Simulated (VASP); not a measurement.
# RbBr (Pm-3m) in VASP: a series of runs

Runs on RbBr. Level: r2SCAN. Tasks: single point.

Everything below comes from runs of VASP 6.6.1. Logs are shortened: lines on timing, memory, paths and dates and some standing lists are left out, and cuts for length are marked.

## Step 1: The structure

The structure is cubic, space group Pm-3m (No. 221). The conventional cell has a = 4.126 Å, b = 4.126 Å, c = 4.126 Å, α = 90.00°, β = 90.00°, γ = 90.00°. Rb (site symmetry m-3m) has 8 Br at 3.57 Å as nearest neighbours. Around Br (site symmetry m-3m) lie 8 Rb at 3.57 Å.

The cell comes from a database or a generator and needn't be the stable form of this composition.

## Step 2: Single point, r2SCAN

INCAR

```
PREC     = Accurate       # precision mode
ENCUT    = 500            # plane-wave cutoff, eV
EDIFF    = 1E-6           # SCF threshold, eV
ISMEAR   = 0              # smearing method
SIGMA    = 0.05           # smearing width, eV
LREAL    = F              # projectors in reciprocal space
LASPH    = T              # aspherical terms in the spheres
NELM     = 100            # most SCF steps
ALGO     = Normal         # electronic algorithm
ISIF     = 2              # what is computed and relaxed
LWAVE    = F              # write WAVECAR
LCHARG   = F              # write CHGCAR
METAGGA  = R2SCAN         # meta-GGA
LMIXTAU  = T            
ADDGRID  = F
```

KPOINTS

```
Automatic mesh
0
Gamma
  2 2 2
```

POSCAR

```
RbBr
1.0
    4.1260773000      0.0000000000      0.0000000000
    0.0000000000      4.1260773000      0.0000000000
    0.0000000000      0.0000000000      4.1260773000
Rb Br
1 1
Direct
    0.0000000000      0.0000000000      0.0000000000
    0.5000000000      0.5000000000      0.5000000000
```

Potentials or basis: VASP PAW PBE potentials, release 64 (Rb_sv, Br).

The run is started by

```sh
$ cat potpaw_PBE.64/Rb_sv/POTCAR potpaw_PBE.64/Br/POTCAR > POTCAR
$ mpirun -np 1 vasp_std > vasp.out
```

OUTCAR:

```text
PREC = Accurate
   ENCUT = 500
   EDIFF = 1E-6
   ISMEAR = 0
   LREAL = F
   LASPH = T
   NELM = 100
   ISIF = 2
   METAGGA = R2SCAN

 Found      4 irreducible k-points:

 Following reciprocal coordinates:
            Coordinates               Weight
  0.000000  0.000000  0.000000      1.000000
  0.500000  0.000000  0.000000      3.000000
  0.500000  0.500000  0.000000      3.000000
  0.500000  0.500000  0.500000      1.000000
   k-points           NKPTS =      4   k-points in BZ     NKDIM =      4   number of bands    NBANDS=     12
   number of dos      NEDOS =    301   number of ions     NIONS =      2
   total plane-waves  NPLWV =  27000
   dimension x,y,z NGX =    30 NGY =   30 NGZ =   30
   dimension x,y,z NGXF=    60 NGYF=   60 NGZF=   60
   ions per type =               1   1
   NGX,Y,Z   is equivalent  to a cutoff of  12.09, 12.09, 12.09 a.u.
   NGXF,Y,Z  is equivalent  to a cutoff of  24.17, 24.17, 24.17 a.u.
 SYSTEM =  unknown system
   PREC   = accura    normal or accurate (medium, high low for compatibility)
   ISTART =      0    job   : 0-new  1-cont  2-samecut
   ICHARG =      2    charge: 1-file 2-atom 10-const
   ISPIN  =      1    spin polarized calculation?
   LNONCOLLINEAR =      F non collinear calculations
   LSORBIT =      F    spin-orbit coupling
   LASPH  =      T    aspherical Exc in radial PAW
   ENCUT  =  500.0 eV  36.75 Ry    6.06 a.u.   7.52  7.52  7.52*2*pi/ulx,y,z
   NELM   =    100;   NELMIN=  2; NELMDL= -5     # of ELM steps
   EDIFF  = 0.1E-05   stopping-criterion for ELM
   LREAL  =      F    real-space projection
   EDIFFG = 0.1E-04   stopping-criterion for IOM
   NSW    =      0    number of steps for IOM
   IBRION =     -1    ionic relax: 0-MD 1-quasi-New 2-CG
   NFREE  =      0    steps in history (QN), initial steepest desc. (CG)
   ISIF   =      2    stress and relaxation
   ISYM   =      2    0-nonsym 1-usesym 2-fastsym
   POTIM  = 0.5000    time-step for ionic-motion
   TEBEG  =    0.0;   TEEND  =   0.0 temperature during run
   PSTRESS=    0.0 pullay stress
   NELECT =      16.0000    total number of electrons
   NUPDOWN=      -1.0000    fix difference up-down
   EMIN   =  10.00;   EMAX   =-10.00  energy-range for DOS
   EFERMI =   0.00;   METHOD = LEGACY
   ISMEAR =     0;   SIGMA  =   0.05  broadening in eV -4-tet -1-fermi 0-gaus
   EFERMI_NEDOS =   21; number of points for ismear=-14 and -15
   IALGO  =     38    algorithm
   IMIX   =      4    mixing-type and parameters
     AMIX     =   0.40;   BMIX     =  1.00
     AMIX_MAG =   1.60;   BMIX_MAG =  1.00
  volume/ion in A,a.u.               =      35.12       237.02
  Fermi-wavevector in a.u.,A,eV,Ry     =   0.999795  1.889338 13.600238  0.999589
  Thomas-Fermi vector in A             =   2.132108
   LORBIT       =      0    0 simple, 1 ext, 2 COOP (PROOUT), +10 PAW based schemes
   METAGGA = R2SCAN    functional components
   LHFCALC =     F    Hartree Fock is set to
   AEXX    =    0.0000 exact exchange contribution
   IVDW    =     0    specifies the selected vdW correction
   LEPSILON=     F    determine dielectric tensor
   LRPA    =     F    only Hartree local field effects (RPA)
 non-spin polarized calculation
 Gauss-broadening in eV      SIGMA  =   0.05
  energy-cutoff  :      500.00
  volume of cell :       70.24
 maximum number of plane-waves:      1800
   NGX = 15   NGY = 15   NGZ = 15

 number of electron      16.0000005 magnetization

 Free energy of the ion-electron system (eV)
  ---------------------------------------------------
  ext. energy  EPLUGINS =         0.00000000
  ---------------------------------------------------
  free energy    TOTEN  =       -30.90299368 eV

  energy without entropy =      -30.90299368  energy(sigma->0) =      -30.90299368

 E-fermi :  -0.6991     XC(G=0):  -8.2974

 val. band max:       -0.9287266413   @ k =   0.5000   0.5000   0.0000
 cond. band min:       3.8142394896   @ k =   0.0000   0.0000   0.0000
 fundamental gap:      4.7429661308
 Fermi energy:        -0.6991333654

 k-point     1 :       0.0000    0.0000    0.0000
  band No.  band energies     occupation
      1     -26.9852      2.00000
      2     -13.9587      2.00000
      3     -10.4194      2.00000
      4     -10.4194      2.00000
      5     -10.4194      2.00000
      6      -1.0873      2.00000
      7      -1.0873      2.00000
      8      -1.0873      2.00000
      9       3.8142      0.00000
     10       5.0801      0.00000
     11       5.0801      0.00000
     12       9.6632      0.00000

 k-point     2 :       0.5000    0.0000    0.0000
  band No.  band energies     occupation
      1     -26.9645      2.00000
      2     -13.9581      2.00000
      3     -10.5324      2.00000
      4     -10.3727      2.00000
      5     -10.3727      2.00000
      6      -2.6559      2.00000
      7      -1.1578      2.00000
      8      -1.1578      2.00000
      9       6.3930      0.00000
     10       6.8020      0.00000
     11       7.3507      0.00000
     12       8.3733      0.00000

 k-point     3 :       0.5000    0.5000    0.0000
  band No.  band energies     occupation
      1     -26.9455      2.00000
      2     -13.7571      2.00000
      3     -10.7231      2.00000
      4     -10.7231      2.00000
      5     -10.3408      2.00000
      6      -2.0085      2.00000
      7      -2.0085      2.00000
      8      -0.9287      2.00000
      9       4.8855      0.00000
     10       5.8923      0.00000
     11       7.6236      0.00000
     12       7.6236      0.00000

 k-point     4 :       0.5000    0.5000    0.5000
  band No.  band energies     occupation
      1     -26.9274      2.00000
      2     -13.6437      2.00000
      3     -10.6407      2.00000
      4     -10.6407      2.00000
      5     -10.6407      2.00000
      6      -2.2860      2.00000
      7      -2.2860      2.00000
      8      -2.2860      2.00000
      9       7.8472      0.00000
     10       7.8472      0.00000
     11       7.8472      0.00000
     12       9.1301      0.00000

------------------------ aborting loop because EDIFF is reached ----------------------------------------

  FORCE on cell =-STRESS in cart. coord.  units (eV):
  Direction    XX          YY          ZZ          XY          YZ          ZX
  --------------------------------------------------------------------------------------
  -------------------------------------------------------------------------------------
  Total        0.5031044      0.5031044      0.5031044     -0.0000000      0.0000000     -0.0000000
  in kB       11.4751041     11.4751041     11.4751041     -0.0000000      0.0000000     -0.0000000
  external PRESSURE =      11.4751041 kB  Pullay stress =       0.0000000 kB

 VOLUME and BASIS-vectors are now :
 -----------------------------------------------------------------------------
  energy-cutoff  :      500.00
  volume of cell :       70.24
      direct lattice vectors                 reciprocal lattice vectors
     4.126077300  0.000000000  0.000000000     0.242360947  0.000000000  0.000000000
     0.000000000  4.126077300  0.000000000     0.000000000  0.242360947  0.000000000
     0.000000000  0.000000000  4.126077300     0.000000000  0.000000000  0.242360947

 POSITION                                       TOTAL-FORCE (eV/Angst)
 -----------------------------------------------------------------------------------
      0.00000      0.00000      0.00000         0.000000      0.000000      0.000000
      2.06304      2.06304      2.06304         0.000000      0.000000      0.000000
 -----------------------------------------------------------------------------------
    total drift:                                0.000000      0.000000     -0.000000

  FREE ENERGIE OF THE ION-ELECTRON SYSTEM (eV)
  ---------------------------------------------------
  free  energy   TOTEN  =       -30.9029936777 eV

  energy  without entropy=      -30.9029936777  energy(sigma->0) =      -30.90299368
```

Run time: 15 s. Hardware: 1 thread of Intel Xeon 6975P-C (Granite Rapids), shared host; peak memory 0.17 GiB.

These settings aren't checked as converged: the numbers below hold their error.

What came out:

- Free energy: -30.9030 eV
- Pressure: 1.1 GPa
- Band gap on the k mesh: 4.74 eV, indirect (least direct gap 4.90 eV)

Caveat: the k mesh is coarse (spacing up to 0.76 Å⁻¹), so the values aren't converged; the PAW data sets were made with another functional, which shifts forces and pressure a little.

## Step 3: Single point, r2SCAN

INCAR: that of step 2 with these lines changed.

```diff
@@ -1,3 +1,3 @@
 PREC     = Accurate       # precision mode
-ENCUT    = 500            # plane-wave cutoff, eV
+ENCUT    = 600            # plane-wave cutoff, eV
 EDIFF    = 1E-6           # SCF threshold, eV
```

KPOINTS is that of step 2.

POSCAR is that of step 2.

Potentials or basis: VASP PAW PBE potentials, release 64 (Rb_sv, Br).

The run is started by

```sh
$ cat potpaw_PBE.64/Rb_sv/POTCAR potpaw_PBE.64/Br/POTCAR > POTCAR
$ mpirun -np 1 vasp_std > vasp.out
```

OUTCAR:

```text
PREC = Accurate
   ENCUT = 600
   EDIFF = 1E-6
   ISMEAR = 0
   LREAL = F
   LASPH = T
   NELM = 100
   ISIF = 2
   METAGGA = R2SCAN

 Found      4 irreducible k-points:

 Following reciprocal coordinates:
            Coordinates               Weight
  0.000000  0.000000  0.000000      1.000000
  0.500000  0.000000  0.000000      3.000000
  0.500000  0.500000  0.000000      3.000000
  0.500000  0.500000  0.500000      1.000000
   k-points           NKPTS =      4   k-points in BZ     NKDIM =      4   number of bands    NBANDS=     12
   number of dos      NEDOS =    301   number of ions     NIONS =      2
   total plane-waves  NPLWV =  46656
   dimension x,y,z NGX =    36 NGY =   36 NGZ =   36
   dimension x,y,z NGXF=    72 NGYF=   72 NGZF=   72
   ions per type =               1   1
   NGX,Y,Z   is equivalent  to a cutoff of  14.50, 14.50, 14.50 a.u.
   NGXF,Y,Z  is equivalent  to a cutoff of  29.01, 29.01, 29.01 a.u.
 SYSTEM =  unknown system
   PREC   = accura    normal or accurate (medium, high low for compatibility)
   ISTART =      0    job   : 0-new  1-cont  2-samecut
   ICHARG =      2    charge: 1-file 2-atom 10-const
   ISPIN  =      1    spin polarized calculation?
   LNONCOLLINEAR =      F non collinear calculations
   LSORBIT =      F    spin-orbit coupling
   LASPH  =      T    aspherical Exc in radial PAW
   ENCUT  =  600.0 eV  44.10 Ry    6.64 a.u.   8.24  8.24  8.24*2*pi/ulx,y,z
   NELM   =    100;   NELMIN=  2; NELMDL= -5     # of ELM steps
   EDIFF  = 0.1E-05   stopping-criterion for ELM
   LREAL  =      F    real-space projection
   EDIFFG = 0.1E-04   stopping-criterion for IOM
   NSW    =      0    number of steps for IOM
   IBRION =     -1    ionic relax: 0-MD 1-quasi-New 2-CG
   NFREE  =      0    steps in history (QN), initial steepest desc. (CG)
   ISIF   =      2    stress and relaxation
   ISYM   =      2    0-nonsym 1-usesym 2-fastsym
   POTIM  = 0.5000    time-step for ionic-motion
   TEBEG  =    0.0;   TEEND  =   0.0 temperature during run
   PSTRESS=    0.0 pullay stress
   NELECT =      16.0000    total number of electrons
   NUPDOWN=      -1.0000    fix difference up-down
   EMIN   =  10.00;   EMAX   =-10.00  energy-range for DOS
   EFERMI =   0.00;   METHOD = LEGACY
   ISMEAR =     0;   SIGMA  =   0.05  broadening in eV -4-tet -1-fermi 0-gaus
   EFERMI_NEDOS =   21; number of points for ismear=-14 and -15
   IALGO  =     38    algorithm
   IMIX   =      4    mixing-type and parameters
     AMIX     =   0.40;   BMIX     =  1.00
     AMIX_MAG =   1.60;   BMIX_MAG =  1.00
  volume/ion in A,a.u.               =      35.12       237.02
  Fermi-wavevector in a.u.,A,eV,Ry     =   0.999795  1.889338 13.600238  0.999589
  Thomas-Fermi vector in A             =   2.132108
   LORBIT       =      0    0 simple, 1 ext, 2 COOP (PROOUT), +10 PAW based schemes
   METAGGA = R2SCAN    functional components
   LHFCALC =     F    Hartree Fock is set to
   AEXX    =    0.0000 exact exchange contribution
   IVDW    =     0    specifies the selected vdW correction
   LEPSILON=     F    determine dielectric tensor
   LRPA    =     F    only Hartree local field effects (RPA)
 non-spin polarized calculation
 Gauss-broadening in eV      SIGMA  =   0.05
  energy-cutoff  :      600.00
  volume of cell :       70.24
 maximum number of plane-waves:      2360
 NGX is ok and might be reduce to    36
   NGX = 17   NGY = 17   NGZ = 17

 number of electron      16.0000001 magnetization

 Free energy of the ion-electron system (eV)
  ---------------------------------------------------
  ext. energy  EPLUGINS =         0.00000000
  ---------------------------------------------------
  free energy    TOTEN  =       -30.90361389 eV

  energy without entropy =      -30.90361389  energy(sigma->0) =      -30.90361389

 E-fermi :  -0.6965     XC(G=0):  -8.2973

 val. band max:       -0.9323065234   @ k =   0.5000   0.5000   0.0000
 cond. band min:       3.8150339467   @ k =   0.0000   0.0000   0.0000
 fundamental gap:      4.7473404702
 Fermi energy:        -0.6964923482

 k-point     1 :       0.0000    0.0000    0.0000
  band No.  band energies     occupation
      1     -26.9794      2.00000
      2     -13.9629      2.00000
      3     -10.4147      2.00000
      4     -10.4147      2.00000
      5     -10.4147      2.00000
      6      -1.0907      2.00000
      7      -1.0907      2.00000
      8      -1.0907      2.00000
      9       3.8150      0.00000
     10       5.0814      0.00000
     11       5.0814      0.00000
     12       9.6646      0.00000
[... 31 lines left out ...]
 k-point     4 :       0.5000    0.5000    0.5000
  band No.  band energies     occupation
      1     -26.9215      2.00000
      2     -13.6482      2.00000
      3     -10.6362      2.00000
      4     -10.6362      2.00000
      5     -10.6362      2.00000
      6      -2.2887      2.00000
      7      -2.2887      2.00000
      8      -2.2887      2.00000
      9       7.8482      0.00000
     10       7.8482      0.00000
     11       7.8482      0.00000
     12       9.1308      0.00000

------------------------ aborting loop because EDIFF is reached ----------------------------------------

  FORCE on cell =-STRESS in cart. coord.  units (eV):
  Direction    XX          YY          ZZ          XY          YZ          ZX
  --------------------------------------------------------------------------------------
  -------------------------------------------------------------------------------------
  Total        0.4870068      0.4870068      0.4870068     -0.0000000      0.0000000     -0.0000000
  in kB       11.1079410     11.1079410     11.1079410     -0.0000000      0.0000000     -0.0000000
  external PRESSURE =      11.1079410 kB  Pullay stress =       0.0000000 kB

 VOLUME and BASIS-vectors are now :
 -----------------------------------------------------------------------------
  energy-cutoff  :      600.00
  volume of cell :       70.24
      direct lattice vectors                 reciprocal lattice vectors
     4.126077300  0.000000000  0.000000000     0.242360947  0.000000000  0.000000000
     0.000000000  4.126077300  0.000000000     0.000000000  0.242360947  0.000000000
     0.000000000  0.000000000  4.126077300     0.000000000  0.000000000  0.242360947

 POSITION                                       TOTAL-FORCE (eV/Angst)
 -----------------------------------------------------------------------------------
      0.00000      0.00000      0.00000         0.000000      0.000000      0.000000
      2.06304      2.06304      2.06304         0.000000      0.000000      0.000000
 -----------------------------------------------------------------------------------
    total drift:                                0.000000      0.000000      0.000000

  FREE ENERGIE OF THE ION-ELECTRON SYSTEM (eV)
  ---------------------------------------------------
  free  energy   TOTEN  =       -30.9036138876 eV

  energy  without entropy=      -30.9036138876  energy(sigma->0) =      -30.90361389
```

Wall time 19 s (1 thread of Intel Xeon 6975P-C (Granite Rapids), shared host); peak memory 0.21 GiB.

The run converged, but some of its settings lie outside the range that counts as converged, so its numbers aren't taken as properties of the crystal.

What came out:

```
Free energy            : -30.9036 eV
Pressure               : 1.1 GPa
Band gap on the k mesh : 4.75 eV, indirect (least direct gap 4.91 eV)
```

Caveat: the k mesh is coarse (spacing up to 0.76 Å⁻¹), so the values aren't converged; the PAW data sets were made with another functional, which shifts forces and pressure a little.

[end of part 1 of 3]
